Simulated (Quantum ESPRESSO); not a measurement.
CaO:

```
Ca O
1.0
     0.00000    2.40356    2.40356
     2.40356    0.00000    2.40356
     2.40356    2.40356    0.00000
Ca O
1 1
Direct
  0.00000 0.00000 0.00000
  0.50000 0.50000 0.50000
```

The cell is a database's computed one.

Base run:

- Program: Quantum ESPRESSO 7.5
- Functional: AM05
- Potentials or basis: PseudoDojo 0.4.1 SR PBE standard
- Cutoff: 1143 eV
- Density cutoff: 4572 eV
- k mesh: 8 × 8 × 8, shifted
- Occupations: fermi-dirac, width 0.05 eV
- Spin: no spin polarisation

Its results: pressure -1.9 GPa; electronic dielectric tensor (diagonal) 3.82.

Task: The run is repeated on the same cell with these changes: functional from AM05 to WC. What comes out?

Result: Pressure -2.8 GPa; electronic dielectric tensor (diagonal) 3.83.

Caveats: the potentials were made for another functional, which shifts forces and pressure.

Not every run made on this cell is shown here.
